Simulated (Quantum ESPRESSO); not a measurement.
# Pb: zone-centre phonons under several settings

```
CELL_PARAMETERS angstrom
3.48000 0.00000 0.00000
-1.74000 3.01377 0.00000
0.00000 0.00000 5.59000
ATOMIC_POSITIONS crystal
Pb 0.66667 0.33333 0.75000
Pb 0.33333 0.66667 0.25000
```

This isn't the form of Pb at room conditions, which is fcc.

All runs used Quantum ESPRESSO 7.5; potentials PseudoDojo 0.4.1 SR LDA standard; k mesh 6 × 6 × 4; no spin polarisation; cutoff 762 eV; occupations cold, width 0.2 eV.

```csv
level,geometry,volume (Å³/atom),pressure (GPa),lowest optical mode without the field (cm⁻¹),highest optical mode without the field (cm⁻¹)
LDA,relaxed at -3 GPa,31.18,-3.0,42,70
LDA,relaxed at 0 GPa,29.09,0.0,47,92
LDA,relaxed at 3 GPa,27.63,3.0,52,106
LDA,relaxed at 8 GPa,25.86,8.0,55,117
LDA,relaxed at 15 GPa,?,15.0,?,?
```

**Question.** What stands in the row left open?

**Answer.** Volume 23.84 Å³/atom; lowest optical mode without the field 46 cm⁻¹; highest optical mode without the field 125 cm⁻¹.

Caveats: the mesh is thin for the phonons of a metal; the cell is more than 3 GPa from zero pressure, which shifts response properties (some runs); the volume moved by over 15 % at a fixed basis, so the end points are rough (some runs).

For the row left open. Caveat: the k mesh is coarse; the mesh is thin for the phonons of a metal; the volume moved by over 15 % at a fixed basis, so the end points are rough; the cell is more than 3 GPa from zero pressure, which shifts response properties.
